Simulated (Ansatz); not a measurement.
# Electron scattering at the Σ11 (113) boundary in fcc Ir with Bi (substitutional)

Aim: the relaxed structure and the specific resistance of the Σ11 (113) boundary in fcc Ir with Bi (substitutional).

Main program and level: Ansatz 0.2.0; Ansatz plane-wave DFT, PBE, PAW files; relaxation of a bicrystal slab with its lowest layers held; PAW set soft_1, in the first sound run; inputs show where later runs differ.

## Step 1: Set-up

The cell holds 17 atoms: 16 Ir and 1 Bi. Its edges and angles: a = 2.715 Å, b = 4.702 Å, c = 29.572 Å, α = 90.0°, β = 90.0°, γ = 73.2°. It derives from Ir. built on the (1 1 3) plane; 1 overlapping atoms removed and the grains opened by 0.05 Å. Vacuum lies along c.

## Step 2: Relaxing the bicrystal

The boundary is built by mirroring the lower grain in the boundary plane and removing any atoms that overlap; then the Bi is put in at the boundary. A thin bicrystal slab is relaxed first, with the lowest layers held and the upper grain free to shift and open.

Contents of input.yaml:

```yaml
crystal:
  lattice:
    - [2.7148657757, 0.0, 0.0]
    - [1.3574328878, 4.5020955671, 0.0]
    - [0.0, 0.0, 29.5719625024]
  atoms:
    - { symbol: Ir, position: [0.909090909, 0.1818181819, 0.1690790728] }
    - { symbol: Ir, position: [0.6363636363, 0.7272727273, 0.2082250258] }
    - { symbol: Ir, position: [0.3636363636, 0.2727272728, 0.2473709789] }
    - { symbol: Ir, position: [0.0909090908, 0.8181818182, 0.286516932] }
    - { symbol: Ir, position: [0.8181818181, 0.3636363637, 0.3256628851] }
    - { symbol: Ir, position: [0.5454545454, 0.9090909091, 0.3648088381] }
    - { symbol: Ir, position: [0.2727272727, 0.4545454546, 0.4039547912] }
    - { symbol: Bi, position: [0.0, 0.0, 0.4431007443] }
    - { symbol: Ir, position: [0.2727272727, 0.4545454546, 0.4839374881] }
    - { symbol: Ir, position: [0.5454545454, 0.9090909091, 0.5230834412] }
    - { symbol: Ir, position: [0.8181818181, 0.3636363637, 0.5622293942] }
    - { symbol: Ir, position: [0.0909090908, 0.8181818182, 0.6013753473] }
    - { symbol: Ir, position: [0.3636363636, 0.2727272728, 0.6405213004] }
    - { symbol: Ir, position: [0.6363636363, 0.7272727273, 0.6796672535] }
    - { symbol: Ir, position: [0.909090909, 0.1818181819, 0.7188132065] }
    - { symbol: Ir, position: [0.1818181817, 0.6363636364, 0.7579591596] }
    - { symbol: Ir, position: [0.4545454544, 0.090909091, 0.7971051127] }
kpoints:
  mp_grid: { grid: [9, 9, 1] }
hamiltonian:
  xc: pbe
  pseudopotentials: { kind: paw, azcp: { folder: soft_1 } }
scf:
  occupations: { method: fermi_dirac, width: 0.1 }
relax:
  f_tol: 0.03
  max_steps: 80
  constraints: [{ sites: [0, 1, 2] }]
```

The run is started by

```bash
ansatz run input.yaml --threads 4 --pin off --max-ram 15360MiB --backend cpu --events-out ev --progress --plain --runs-dir out
```

Numbers of over 12 decimals in the logs are rounded to 6 here.

The program printed:

```text
Engine: ansatz 0.2.0, x86_64-unknown-linux-gnu
Pseudopotentials: kind: paw
Pseudopotential: Ir, paw, valence charge 17, recommended cutoff 420 eV (normal), soft_1/Ir.paw.azcp
Pseudopotential: Bi, paw, valence charge 15, recommended cutoff 420 eV (normal), soft_1/Bi.paw.azcp
Functional definition: PBE
  parameter kappa = 0.804
  parameter beta = 0.066725
  exchange = pbe_x(kappa = kappa, mu = beta*pi^2/3)
  correlation = pbe_c(beta = beta)
Crystal: 17 atoms, lattice volume = 361.446 Å³
Basis set: ecut = 420 eV, 7105 PW (Γ), exchange–correlation on 40×64×400 points (8 copies of the dense FFT grid, shifted against one another)
Bands: 173, of which v1, the nominal top of the filled ones, is band 144 counted from 1 (143 counted from 0)
Symmetry: 2 space group operations
Space group: Cm (ITA 8), of the structure as read, at distance tolerance 7.1e-5 Å
k-points: 25 of 81 (time reversal used)
Non-local potential: Ir, projectors of the file, l = 0: 3, l = 1: 2, l = 2: 2, l = 3: 1
Non-local potential: Bi, projectors of the file, l = 0: 2, l = 1: 2, l = 2: 2, l = 3: 1
PAW form: soft (Blöchl's): semilocal exchange-correlation on the pseudo side does not see the compensation charge
PAW one-centre angular grid: Ir, 590 points (default); XC on 64 Gauss nodes
PAW one-centre angular grid: Bi, 590 points (default); XC on 64 Gauss nodes
Initial density: superposition of atomic densities (neutral atoms: chi_scale 0, normalization atom)
Initial wavefunctions: pseudopotential atomic-orbital guess
Functional: x = pbe(κ = 0.804, μ = 0.219515), c = pbe(β = 0.066725)
SCF iter   1: F=—  HF=-203380.922501 eV  |F-HF|=—  |Δ(HF+E_count)|=         —  Δρ=3.91e-2  dr2=9.28e0  ethr=3.10e-3  ⟨swp⟩=7.5  Hψ=18232  notcnv=0  defer=64
preconditioner: auto → LDOS  [metal: Δε(μ)=0.007 eV  Ē_g=8.187 eV  σ=0.100 eV  W_gap=0.02  n_scr=102 (ndim 8)  ℏωp=24.6 eV  f_vac=0.288  D(μ)=18.91/eV (n_scr^D=172)  β→1.0]
SCF iter   2: F=—  HF=-203380.207064 eV  |F-HF|=—  |Δ(HF+E_count)|=   7.15e-1  Δρ=2.93e-2  dr2=5.01e0  ethr=3.10e-3  ⟨swp⟩=3.6  Hψ=10237  notcnv=0  defer=138
SCF iter   3: F=—  HF=-203379.007177 eV  |F-HF|=—  |Δ(HF+E_count)|=    1.20e0  Δρ=6.55e-3  dr2=3.67e-1  ethr=1.75e-3  ⟨swp⟩=3.2  Hψ=8702  notcnv=0  defer=138
SCF iter   4: F=—  HF=-203378.933069 eV  |F-HF|=—  |Δ(HF+E_count)|=   7.41e-2  Δρ=2.53e-3  dr2=3.13e-2  ethr=1.28e-4  ⟨swp⟩=2.3  Hψ=7538  notcnv=0  defer=145
SCF iter   5: F=—  HF=-203378.925530 eV  |F-HF|=—  |Δ(HF+E_count)|=   7.54e-3  Δρ=8.93e-4  dr2=1.07e-2  ethr=1.09e-5  ⟨swp⟩=3.2  Hψ=8755  notcnv=0  defer=145
SCF iter   6: F=—  HF=-203378.924933 eV  |F-HF|=—  |Δ(HF+E_count)|=   5.98e-4  Δρ=3.93e-4  dr2=1.66e-3  ethr=3.71e-6  ⟨swp⟩=2.0  Hψ=5984  notcnv=0  defer=145
SCF iter   7: F=—  HF=-203378.924799 eV  |F-HF|=—  |Δ(HF+E_count)|=   1.34e-4  Δρ=1.57e-4  dr2=1.66e-4  ethr=5.78e-7  ⟨swp⟩=2.1  Hψ=6322  notcnv=0  defer=145
SCF iter   8: F=—  HF=-203378.924788 eV  |F-HF|=—  |Δ(HF+E_count)|=   1.04e-5  Δρ=6.74e-5  dr2=3.88e-5  ethr=5.77e-8  ⟨swp⟩=2.8  Hψ=7301  notcnv=0  defer=145
SCF iter   9: F=-203378.924776 eV  HF=-203378.924789 eV  |F-HF|=1.23e-5  |Δ(HF+E_count)|=   2.91e-7  Δρ=3.36e-5  dr2=1.51e-5  ethr=7.84e-9  ⟨swp⟩=5.0  Hψ=15298  notcnv=0
SCF 1 converged in 9 iterations: F = -203378.924776 eV  dr2 = 1.51e-5
  greatest PAW one-centre occupation: 1.000 electrons in one spin orbital (limit 2), on the Ir atom at site 14 (counted from 0), in its partial waves of l = 0
relax step   1: F+E_penalty+E_count = -203378.92477636 eV  Δ(F+E_penalty+E_count) = +0.000e0 eV  max|allowed force component| = 5.178e0 eV/Å  Δτ_max = 0.0000 Å  (9 SCF iters, dr2 threshold 2.25e-5 eV, accepted)
Initial density: handed on by an earlier stage of this run
Initial wavefunctions: those handed on with the density
iter 1 solved again at ethr=3.46e-4 eV; its pass at ethr=3.10e-3 eV (dr2=9.92e-1 eV) is discarded
SCF iter   1: F=—  HF=-203380.540572 eV  |F-HF|=—  |Δ(HF+E_count)|=         —  Δρ=1.39e-2  dr2=9.87e-1  ethr=3.46e-4  ⟨swp⟩=1.6  Hψ=16858  notcnv=0  defer=121
preconditioner: auto → LDOS  [metal: Δε(μ)=0.010 eV  Ē_g=8.160 eV  σ=0.100 eV  W_gap=0.03  n_scr=102 (ndim 8)  ℏωp=24.6 eV  f_vac=0.292  D(μ)=18.36/eV (n_scr^D=168)  β→1.0]
SCF iter   2: F=—  HF=-203380.556975 eV  |F-HF|=—  |Δ(HF+E_count)|=   1.64e-2  Δρ=6.53e-3  dr2=3.86e-1  ethr=3.44e-4  ⟨swp⟩=2.6  Hψ=7618  notcnv=0  defer=121
SCF iter   3: F=—  HF=-203380.472055 eV  |F-HF|=—  |Δ(HF+E_count)|=   8.49e-2  Δρ=2.60e-3  dr2=5.49e-2  ethr=1.35e-4  ⟨swp⟩=2.8  Hψ=8514  notcnv=0  defer=121
SCF iter   4: F=—  HF=-203380.459206 eV  |F-HF|=—  |Δ(HF+E_count)|=   1.28e-2  Δρ=7.44e-4  dr2=3.92e-3  ethr=1.91e-5  ⟨swp⟩=2.2  Hψ=6467  notcnv=0  defer=141
SCF iter   5: F=—  HF=-203380.458450 eV  |F-HF|=—  |Δ(HF+E_count)|=   7.56e-4  Δρ=2.38e-4  dr2=5.92e-4  ethr=1.36e-6  ⟨swp⟩=3.1  Hψ=8912  notcnv=0  defer=141
SCF iter   6: F=-203380.458388 eV  HF=-203380.458441 eV  |F-HF|=5.27e-5  |Δ(HF+E_count)|=   9.18e-6  Δρ=7.79e-5  dr2=6.61e-5  ethr=3.48e-8  ⟨swp⟩=4.0  Hψ=17757  notcnv=0
SCF 2 converged in 6 iterations: F = -203380.458388 eV  dr2 = 6.61e-5
  greatest PAW one-centre occupation: 1.000 electrons in one spin orbital (limit 2), on the Ir atom at site 4 (counted from 0), in its partial waves of l = 0
relax step   2: F+E_penalty+E_count = -203380.45838796 eV  Δ(F+E_penalty+E_count) = -1.534e0 eV  max|allowed force component| = 7.594e-1 eV/Å  Δτ_max = 0.1950 Å  (6 SCF iters, dr2 threshold 1.00e-4 eV, accepted)
iter 1 solved again at ethr=1.43e-3 eV; its pass at ethr=3.10e-3 eV (dr2=4.09e0 eV) is discarded
SCF iter   1: F=—  HF=-203380.988913 eV  |F-HF|=—  |Δ(HF+E_count)|=         —  Δρ=1.55e-2  dr2=4.12e0  ethr=1.43e-3  ⟨swp⟩=1.0  Hψ=17123  notcnv=0  defer=115
preconditioner: auto → LDOS  [metal: Δε(μ)=0.001 eV  Ē_g=8.081 eV  σ=0.100 eV  W_gap=0.00  n_scr=102 (ndim 8)  ℏωp=24.6 eV  f_vac=0.286  D(μ)=18.14/eV (n_scr^D=168)  β→1.0]
SCF iter   2: F=—  HF=-203380.935286 eV  |F-HF|=—  |Δ(HF+E_count)|=   5.36e-2  Δρ=3.31e-3  dr2=7.64e-2  ethr=1.43e-3  ⟨swp⟩=2.0  Hψ=4717  notcnv=0  defer=115
SCF iter   3: F=—  HF=-203380.931543 eV  |F-HF|=—  |Δ(HF+E_count)|=   3.74e-3  Δρ=2.04e-3  dr2=5.33e-2  ethr=2.66e-5  ⟨swp⟩=2.4  Hψ=8255  notcnv=0  defer=130
SCF iter   4: F=—  HF=-203380.922643 eV  |F-HF|=—  |Δ(HF+E_count)|=   8.90e-3  Δρ=5.69e-4  dr2=3.22e-3  ethr=1.86e-5  ⟨swp⟩=2.8  Hψ=7544  notcnv=0  defer=130
SCF iter   5: F=—  HF=-203380.921938 eV  |F-HF|=—  |Δ(HF+E_count)|=   7.04e-4  Δρ=1.57e-4  dr2=1.50e-4  ethr=1.12e-6  ⟨swp⟩=2.4  Hψ=7209  notcnv=0  defer=149
SCF iter   6: F=-203380.921913 eV  HF=-203380.921937 eV  |F-HF|=2.38e-5  |Δ(HF+E_count)|=   1.37e-6  Δρ=5.97e-5  dr2=3.14e-5  ethr=1.26e-8  ⟨swp⟩=3.2  Hψ=19824  notcnv=0
SCF 3 converged in 6 iterations: F = -203380.921913 eV  dr2 = 3.14e-5
relax step   3: F+E_penalty+E_count = -203380.92191329 eV  Δ(F+E_penalty+E_count) = -4.635e-1 eV  max|allowed force component| = 3.720e-1 eV/Å  Δτ_max = 0.1949 Å  (6 SCF iters, dr2 threshold 3.60e-5 eV, accepted)
[... from here on, the SCF cycles and remarks between the steps are left out ...]
relax step   4: F+E_penalty+E_count = -203381.23057317 eV  Δ(F+E_penalty+E_count) = -3.087e-1 eV  max|allowed force component| = 2.075e-1 eV/Å  Δτ_max = 0.1972 Å  (7 SCF iters, dr2 threshold 8.65e-6 eV, accepted)
relax step   5: F+E_penalty+E_count = -203381.46998920 eV  Δ(F+E_penalty+E_count) = -2.394e-1 eV  max|allowed force component| = 1.678e-1 eV/Å  Δτ_max = 0.2000 Å  (7 SCF iters, dr2 threshold 1.03e-5 eV, accepted)
relax step   6: F+E_penalty+E_count = -203381.62608349 eV  Δ(F+E_penalty+E_count) = -1.561e-1 eV  max|allowed force component| = 1.037e-1 eV/Å  Δτ_max = 0.2000 Å  (7 SCF iters, dr2 threshold 8.76e-6 eV, accepted)
relax step   7: F+E_penalty+E_count = -203381.71573623 eV  Δ(F+E_penalty+E_count) = -8.965e-2 eV  max|allowed force component| = 6.954e-2 eV/Å  Δτ_max = 0.2000 Å  (7 SCF iters, dr2 threshold 4.11e-6 eV, accepted)
relax step   8: F+E_penalty+E_count = -203381.75127238 eV  Δ(F+E_penalty+E_count) = -3.554e-2 eV  max|allowed force component| = 1.458e-1 eV/Å  Δτ_max = 0.1909 Å  (8 SCF iters, dr2 threshold 1.85e-6 eV, accepted)
relax step   9: F+E_penalty+E_count = -203381.76019335 eV  Δ(F+E_penalty+E_count) = -8.921e-3 eV  max|allowed force component| = 7.589e-2 eV/Å  Δτ_max = 0.1066 Å  (6 SCF iters, dr2 threshold 9.56e-6 eV, accepted)
relax step  10: F+E_penalty+E_count = -203381.76351818 eV  Δ(F+E_penalty+E_count) = -3.325e-3 eV  max|allowed force component| = 2.846e-2 eV/Å  Δτ_max = 0.0885 Å  (7 SCF iters, dr2 threshold 1.56e-6 eV, accepted)
relax step  11: F+E_penalty+E_count = -203381.76351852 eV  Δ(F+E_penalty+E_count) = -3.352e-7 eV  max|allowed force component| = 2.842e-2 eV/Å  Δτ_max = 0.0000 Å  (4 SCF iters, accepted)
relax step  12: F+E_penalty+E_count = -203381.76346622 eV  Δ(F+E_penalty+E_count) = +5.230e-5 eV  max|allowed force component| = 4.173e-2 eV/Å  Δτ_max = 0.0359 Å  (8 SCF iters, rejected (line search))
SCF iter   1: F=—  HF=-203381.765504 eV  |F-HF|=—  |Δ(HF+E_count)|=         —  Δρ=1.89e-3  dr2=6.02e-2  ethr=2.19e-4  ⟨swp⟩=3.2  Hψ=7899  notcnv=0  defer=139
preconditioner: auto → LDOS  [metal: Δε(μ)=0.001 eV  Ē_g=7.719 eV  σ=0.100 eV  W_gap=0.00  n_scr=102 (ndim 8)  ℏωp=24.6 eV  f_vac=0.247  D(μ)=19.11/eV (n_scr^D=180)  β→1.0]
SCF iter   2: F=—  HF=-203381.764624 eV  |F-HF|=—  |Δ(HF+E_count)|=   8.80e-4  Δρ=4.84e-4  dr2=1.80e-3  ethr=2.10e-5  ⟨swp⟩=2.0  Hψ=5914  notcnv=0  defer=139
SCF iter   3: F=—  HF=-203381.764324 eV  |F-HF|=—  |Δ(HF+E_count)|=   3.00e-4  Δρ=3.41e-4  dr2=1.17e-3  ethr=6.29e-7  ⟨swp⟩=3.0  Hψ=9389  notcnv=0  defer=139
SCF iter   4: F=—  HF=-203381.764092 eV  |F-HF|=—  |Δ(HF+E_count)|=   2.32e-4  Δρ=5.26e-5  dr2=2.63e-5  ethr=4.08e-7  ⟨swp⟩=2.3  Hψ=6510  notcnv=0  defer=139
SCF iter   5: F=—  HF=-203381.763893 eV  |F-HF|=—  |Δ(HF+E_count)|=   1.99e-4  Δρ=1.87e-5  dr2=2.53e-6  ethr=9.15e-9  ⟨swp⟩=3.0  Hψ=8580  notcnv=0  defer=139
SCF iter   6: F=—  HF=-203381.763893 eV  |F-HF|=—  |Δ(HF+E_count)|=   1.04e-8  Δρ=6.87e-6  dr2=3.95e-7  ethr=8.81e-10  ⟨swp⟩=2.2  Hψ=6469  notcnv=0  defer=139
SCF iter   7: F=-203381.763893 eV  HF=-203381.763893 eV  |F-HF|=3.02e-8  |Δ(HF+E_count)|=   8.44e-9  Δρ=2.49e-6  dr2=5.11e-8  ethr=3.48e-11  ⟨swp⟩=5.4  Hψ=15723  notcnv=0
SCF 13 converged in 7 iterations: F = -203381.763893 eV  dr2 = 5.11e-8
relax step  13: F+E_penalty+E_count = -203381.76389290 eV  Δ(F+E_penalty+E_count) = -3.744e-4 eV  max|allowed force component| = 8.642e-3 eV/Å  Δτ_max = 0.0172 Å  (7 SCF iters, accepted)
SCF converged after 7 iterations
Free energy (F): -203381.763893 eV
Harris-Foulkes:  -203381.763893 eV  (|F-HF|=3.02e-8)
Internal energy: -203381.132984 eV  (E = F + TS)
E sigma→0 (E₀):  -203381.448438 eV
Entropy (-TS):   -0.630909 eV (-37.112 meV/atom)
Fermi energy:    15.545772 eV
--- Per-component energies (eV) ---
  E_band       = -4048.804856
  E_kinetic    = 8889.859818
  E_local      = -234098.751676  (includes V_loc(G=0)·N_el)
  E_nonlocal   = 3451.003047
  E_hartree    = 113362.044655
  E_xc         = -3829.720754
  E_vxc        = -4230.028064  (∫ρ·V_xc dr)
  E_paw        = -158907.137809  (= ΣΔE_a)
  E_vpaw       = -4784.994107  (= ΣTr[D̂ρ^β])
  E_aug_tail   = 0.005833  (compensation charges beyond the density's cutoff)
  E_ewald      = 67751.563903
  E_smearing   = -0.630909  (= −TS)
  E_closure    = -0.000000  (closes the sum)
  Σ components = -203381.763893   (vs F -203381.763893, Δ=0.00e0)
--- Forces (eV/Å), atoms counted from 1 ---
  atom   1  Ir     0.00000000    -0.20205425     1.08733428
  atom   2  Ir    -0.00000000     0.09957269    -0.68739689
  atom   3  Ir    -0.00000000     0.09983506    -0.40564963
  atom   4  Ir     0.00000000    -0.00053355    -0.00049283
  atom   5  Ir     0.00000000    -0.00013012    -0.00083953
  atom   6  Ir    -0.00000000     0.00006998     0.00515696
  atom   7  Ir    -0.00000000     0.00438167    -0.00366314
  atom   8  Bi     0.00000000    -0.00517408    -0.00864193
  atom   9  Ir    -0.00000000     0.00500737     0.00318773
  atom  10  Ir     0.00000000    -0.00018373     0.00045791
  atom  11  Ir    -0.00000000     0.00154803     0.00373978
  atom  12  Ir    -0.00000000     0.00230137     0.00365058
  atom  13  Ir     0.00000000    -0.00016856     0.00244528
  atom  14  Ir     0.00000000    -0.00190077     0.00119365
  atom  15  Ir     0.00000000    -0.00197407    -0.00074725
  atom  16  Ir     0.00000000    -0.00056090     0.00071038
  atom  17  Ir     0.00000000    -0.00005258    -0.00050605
  max |Σ_I F_I| component: 6.07e-5 eV/Å
--- Relaxed structure (13 steps of the walk, 12 accepted, 0 SCFs on fresh bases) ---
  F+E_penalty+E_count = -203381.76389290 eV   max|allowed force component| = 8.642e-3 eV/Å
  atoms:
    - { symbol: Ir, position: [0.909091, 0.181818, 0.1690790728] }
    - { symbol: Ir, position: [0.636364, 0.7272727273, 0.2082250258] }
    - { symbol: Ir, position: [0.363636, 0.2727272728, 0.247371] }
    - { symbol: Ir, position: [0.092143, 0.815715, 0.286137] }
    - { symbol: Ir, position: [0.820575, 0.358850, 0.326547] }
    - { symbol: Ir, position: [0.547662, 0.904676, 0.364603] }
    - { symbol: Ir, position: [0.272370, 0.455260, 0.404033] }
    - { symbol: Bi, position: [-0.011509, 0.023019, 0.465954] }
    - { symbol: Ir, position: [0.274538, 0.450923, 0.527780] }
    - { symbol: Ir, position: [0.550382, 0.899237, 0.567329] }
    - { symbol: Ir, position: [0.823200, 0.353601, 0.604797] }
    - { symbol: Ir, position: [0.095799, 0.808403, 0.646517] }
    - { symbol: Ir, position: [0.367486, 0.265029, 0.684752] }
    - { symbol: Ir, position: [0.639342, 0.721317, 0.724422] }
    - { symbol: Ir, position: [0.908994, 0.182012, 0.763124] }
    - { symbol: Ir, position: [0.186970, 0.626061, 0.806276] }
    - { symbol: Ir, position: [0.461875, 0.076249, 0.837881] }
```

The job ended after 5.3 min (4 threads of Intel Xeon Platinum 8488C (Sapphire Rapids), shared host; peak memory 2.2 GiB).

Step by step:

```
step  energy less that of the first step (eV)  largest force component (eV/Å)
   1                                   0.0000                          5.1782
   2                                  -1.5336                          0.7594
   3                                  -1.9971                          0.3720
   4                                  -2.3058                          0.2075
   5                                  -2.5452                          0.1678
   6                                  -2.7013                          0.1037
   7                                  -2.7910                          0.0695
   8                                  -2.8265                          0.1458
   9                                  -2.8354                          0.0759
  10                                  -2.8387                          0.0285
  11                                  -2.8387                          0.0284
  12                                  -2.8387                          0.0417
  13                                  -2.8391                          0.0086
```

Relaxation step 12 was tried and not accepted.

Forces are held to the 2 operations that the run works with; a distortion that breaks them can't arise in this run.

The atoms that moved most (Å):

```
atom     dx      dy     dz  length
Ir16  0.000  -0.046  1.429   1.430
Ir12  0.000  -0.044  1.335   1.336
Ir14  0.000  -0.027  1.324   1.324
Ir15  0.000   0.001  1.310   1.310
Ir10  0.000  -0.044  1.308   1.309
Ir13  0.000  -0.035  1.308   1.308
 Ir9  0.000  -0.016  1.297   1.297
Ir11  0.000  -0.045  1.259   1.260
```

Numbers from this step:

- free energy: -203381.7639 eV
- energy at zero smearing: -203381.4484 eV
- Fermi energy: 15.55 eV

The largest force component on a free atom ends at 0.0086 eV/Å, under the tolerance of 0.03, after 13 steps.

[end of part 1 of 2]

[Logs are printed without paths, hosts, clocks, repeated set-up lines and the standing remarks that a program may print on its own settings, such as how far it seeks lower states.]

[Hosts, paths, dates, database ids (printed as entryN), source tags and the programs' standing remarks are cut or masked in the printed files.]
